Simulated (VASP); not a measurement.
Write the native input for VASP 6.6.1 that does the following.

- Task: single point
- Functional: HSE06
- Potentials or basis: VASP PAW PBE potentials, release 64 (Al, P)
- Cutoff: 520 eV
- k mesh: 6 × 6 × 6
- Occupations: gaussian, width 0.02 eV
- Spin: no spin polarisation
- Grid for exact exchange (PRECFOCK): Fast
- Screening parameter: 0.2 1/A
- Further INCAR settings: ALGO = Normal; EDIFF = 1e-06

AlP:

```
CELL_PARAMETERS angstrom
0.00000 2.73571 2.73571
2.73571 0.00000 2.73571
2.73571 2.73571 0.00000
ATOMIC_POSITIONS crystal
Al 0.00000 0.00000 0.00000
P 0.25000 0.25000 0.25000
```

The cell is a database's computed one.

The input as run:

POSCAR

```
AlP
1.0
    0.0000000000      2.7357100000      2.7357100000
    2.7357100000      0.0000000000      2.7357100000
    2.7357100000      2.7357100000      0.0000000000
Al P
1 1
Direct
    0.0000000000      0.0000000000      0.0000000000
    0.2500000000      0.2500000000      0.2500000000
```

INCAR.step1

```
  PREC = Accurate
  ENCUT = 520
  EDIFF = 1E-5
  ISMEAR = 0
  SIGMA = 0.02
  LREAL = F
  LASPH = T
  NELM = 80
  ALGO = Normal
  ISIF = 2
  LWAVE = T
  GGA = PE
```

INCAR.step2

```
  PREC = Accurate
  ENCUT = 520
  EDIFF = 1E-6
  ISMEAR = 0
  SIGMA = 0.02
  LREAL = F
  LASPH = T
  NELM = 80
  ALGO = Normal
  ISIF = 2
  LWAVE = F
  LCHARG = T
  GGA = PE
  LHFCALC = T
  HFSCREEN = 0.2
  PRECFOCK = Fast
  LELF = T
  LVHAR = T
  ISTART = 1
```

KPOINTS

```
regular mesh
0
Gamma
  6 6 6
```

Potentials or basis: VASP PAW PBE potentials, release 64 (Al, P).

Launch:

```bash
$ cat potpaw_PBE.64/Al/POTCAR potpaw_PBE.64/P/POTCAR > POTCAR
$ cp INCAR.step1 INCAR
$ mpirun -np 1 vasp_std > vasp.out
$ cp INCAR.step2 INCAR
$ mpirun -np 1 vasp_std > vasp.out
```

Results of the run:

```json
{"Pressure": "0.0 GPa", "Band gap on the k mesh": "2.30 eV, indirect (least direct gap 4.19 eV)"}
```

Caveat: the PAW data sets were made with another functional, which shifts forces and pressure a little.

It took 4 min on 1 thread of AMD EPYC 7R13 Processor (Zen 3), with other jobs on the host, peak memory 0.24 GiB.
